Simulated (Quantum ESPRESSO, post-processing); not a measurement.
# black arsenene, 1 layer, stepped through strain along the second axis, part 2 of 2

Wanted: a table for black arsenene, 1 layer against strain along the second axis, and what can be fitted to it.

Quantum ESPRESSO 7.5; plane-wave DFT, PBE, GBRV ultrasoft pseudopotentials.

So far. Step 3 (Relaxing the ions, -4 %): The relaxation lowers the energy by 1 meV an atom. Step 6 (Bands along a path, -4 %): Along this path the valence top lies near X and the conduction bottom at Γ.

## 10. SCF with pw.x, 3 %

The input, m7.scf.in:

```
&control
  prefix = 'm7.scf'
  outdir = './out'
  pseudo_dir = './pseudo'
  calculation = 'scf'
  tprnfor = .true.
/
&system
  ibrav = 0
  nat = 4
  ntyp = 1
  ecutwfc = 40
  ecutrho = 200
  occupations = 'smearing'
  smearing = 'fd'
  degauss = 0.002
  nbnd = 14
/
&electrons
  conv_thr = 1e-09
  mixing_beta = 0.4
  electron_maxstep = 120
  mixing_mode = 'plain'
/
ATOMIC_SPECIES
  As  74.9216  as_pbe_v1.uspp.F.UPF
CELL_PARAMETERS angstrom
  4.75588071800000 0.00000000000000 0.00000000000000
  0.00000000000000 3.80289509583000 0.00000000000000
  0.00000000000000 0.00000000000000 17.48000000000000
ATOMIC_POSITIONS crystal
  As  0.072841597400 0.000000000000 0.431505095000
  As  0.427247268200 0.500000000000 0.431506803100
  As  0.572752731800 0.500000000000 0.568493196900
  As  0.927158402600 0.000000000000 0.568494905000
K_POINTS automatic
  8 8 1 0 0 0
```

Run with:

```bash
$ OMP_NUM_THREADS=1 mpirun -n 4 pw.x -nk 4 -in m7.scf.in > m7.scf.out
```

The job ended after 26 s (4 MPI ranks of Arm Neoverse V1, shared host; peak memory 0.52 GiB; 1.7 min of CPU time).

This step gave:

| Item | Value |
| --- | --- |
| free energy | -2191.5187 eV |
| valence top, on the run's zero | -1.502 eV |
| conduction bottom, on the run's zero | -0.8367 eV |
| gap by band count | 0.6652 eV |

## 11. Relaxation with pw.x, 4 %

The input, m8.relax.in:

```
&control
  prefix = 'm8.relax'
  outdir = './out'
  pseudo_dir = './pseudo'
  nstep = 40
  forc_conv_thr = 0.0003
  calculation = 'relax'
  tstress = .true.
/
&system
  ibrav = 0
  nat = 4
  ntyp = 1
  ecutwfc = 50
  ecutrho = 250
  occupations = 'smearing'
  smearing = 'fd'
  degauss = 0.002
/
&electrons
  conv_thr = 1e-09
  mixing_beta = 0.4
  electron_maxstep = 120
  mixing_mode = 'plain'
/
&ions
/
ATOMIC_SPECIES
  As  74.9216  as_pbe_v1.uspp.F.UPF
CELL_PARAMETERS angstrom
  4.75588071800000 0.00000000000000 0.00000000000000
  0.00000000000000 3.83981640744000 0.00000000000000
  0.00000000000000 0.00000000000000 17.48000000000000
ATOMIC_POSITIONS crystal
  As  0.070991666800 0.000000000000 0.431291237100
  As  0.429148043300 0.500000000000 0.431282668500
  As  0.570851956700 0.500000000000 0.568717331500
  As  0.929008333200 0.000000000000 0.568708762900
K_POINTS automatic
  8 8 1 0 0 0
```

Run with:

```bash
$ OMP_NUM_THREADS=1 mpirun -n 4 pw.x -nk 4 -in m8.relax.in > m8.relax.out
```

Elapsed: 2.2 min, on 4 MPI ranks; peak memory 0.93 GiB; 8.8 min of CPU time.

The steps of the relaxation:

```
step  energy less that of the first step (eV)  largest force (eV/Å)
   1                                   0.0000                0.1681
   2                                  -0.0020                0.1244
   3                                  -0.0035                0.0766
   4                                  -0.0044                0.0119
   5                                  -0.0044                0.0084
```

The atoms that moved most (Å):

```
atom      dx     dy      dz  length
 As2  -0.012  0.000   0.006   0.013
 As3   0.012  0.000  -0.006   0.013
 As1   0.012  0.000   0.005   0.013
 As4  -0.012  0.000  -0.005   0.013
```

The relaxation lowers the energy by 1 meV an atom.

This step gave:

| Property | Result |
| --- | --- |
| free energy | -2191.5010 eV |
| Fermi energy | -1.256 eV |

## 12. Ground state, 4 %

The input, m8.scf.in:

```
&control
  prefix = 'm8.scf'
  outdir = './out'
  pseudo_dir = './pseudo'
  calculation = 'scf'
  tprnfor = .true.
/
&system
  ibrav = 0
  nat = 4
  ntyp = 1
  ecutwfc = 40
  ecutrho = 200
  occupations = 'smearing'
  smearing = 'fd'
  degauss = 0.002
  nbnd = 14
/
&electrons
  conv_thr = 1e-09
  mixing_beta = 0.4
  electron_maxstep = 120
  mixing_mode = 'plain'
/
ATOMIC_SPECIES
  As  74.9216  as_pbe_v1.uspp.F.UPF
CELL_PARAMETERS angstrom
  4.75588071800000 0.00000000000000 0.00000000000000
  0.00000000000000 3.83981640744000 0.00000000000000
  0.00000000000000 0.00000000000000 17.48000000000000
ATOMIC_POSITIONS crystal
  As  0.073488804700 0.000000000000 0.431595925100
  As  0.426599449200 0.500000000000 0.431597615600
  As  0.573400550800 0.500000000000 0.568402384400
  As  0.926511195300 0.000000000000 0.568404074900
K_POINTS automatic
  8 8 1 0 0 0
```

Run with:

```bash
$ OMP_NUM_THREADS=1 mpirun -n 4 pw.x -nk 4 -in m8.scf.in > m8.scf.out
```

Wall time 26 s (4 MPI ranks); peak memory 0.54 GiB; 1.7 min of CPU time.

Read from the output:

| Property | Result |
| --- | --- |
| free energy | -2191.4972 eV |
| valence top, on the run's zero | -1.566 eV |
| conduction bottom, on the run's zero | -0.9467 eV |
| gap by band count | 0.6196 eV |

## 13. The series side by side

The series in one table, energies over the lowest:

```
strain along the second axis  energy (eV)  gap along the path (eV)  upper vacuum level over the valence top of the mesh (eV)  lower vacuum level over that top (eV)
                        -4 %       0.0638                   0.5723                                                      4.55                                   4.55
                        -3 %       0.0351                   0.6253                                                      4.56                                   4.56
                        -2 %       0.0153                   0.6791                                                     4.573                                  4.573
                        -1 %       0.0038                   0.7334                                                     4.587                                  4.587
                         0 %       0.0000                   0.7945                                                     4.606                                  4.606
                         1 %       0.0033                   0.8035                                                     4.626                                  4.626
                         2 %       0.0133                   0.7267                                                     4.651                                  4.651
                         3 %       0.0293                   0.6651                                                     4.682                                  4.682
                         4 %       0.0508                   0.5923                                                     4.719                                  4.719
```

## 14. Worked from the printed numbers

A parabola through the energies within ±2 % has E = 35.71 eV × ε² -0.044 eV × ε; for the curvature, over A = 17.559 Å² this is 35.71 × 2/17.559 × 16.02 = 65 N/m.

## 15. Summary of results

| Quantity | Value |
| --- | --- |
| in-plane stiffness along the strain | 65 N/m |
| gap along the path, at -4 % and at 4 % | 0.57, 0.59 eV |
| upper vacuum level over the valence top of the mesh, at -4 % and at 4 % | 4.55, 4.72 eV |
| lower vacuum level over that top, at -4 % and at 4 % | 4.55, 4.72 eV |

What this shows: The series holds 9 members; in-plane stiffness along the strain: 65 N/m (PBE, GBRV ultrasoft). The energy is lowest near zero strain. From -4 % to 4 % the gap along the path goes from 0.57 to 0.59 eV by way of 0.80 at 1 %. From -4 % to 4 % the upper vacuum level over the valence top of the mesh rises from 4.55 to 4.72 eV. From -4 % to 4 % the lower vacuum level over that top rises from 4.55 to 4.72 eV. Semilocal gaps are too small; the 1×1 cell can't ripple over many cells under compression as a free sheet would. No spin-orbit coupling.

[Logs are printed without paths, hosts, clocks, repeated set-up lines and the standing remarks that a program may print on its own settings, such as how far it seeks lower states.]

[Hosts, paths, dates, database ids (printed as entryN), source tags and the programs' standing remarks are cut or masked in the printed files.]

[Maps of the electrostatic potential energy from Ansatz leave out the sawtooth potential of an applied field or a dipole correction, so their vacuum need not be flat; planar profiles and work functions include it.]
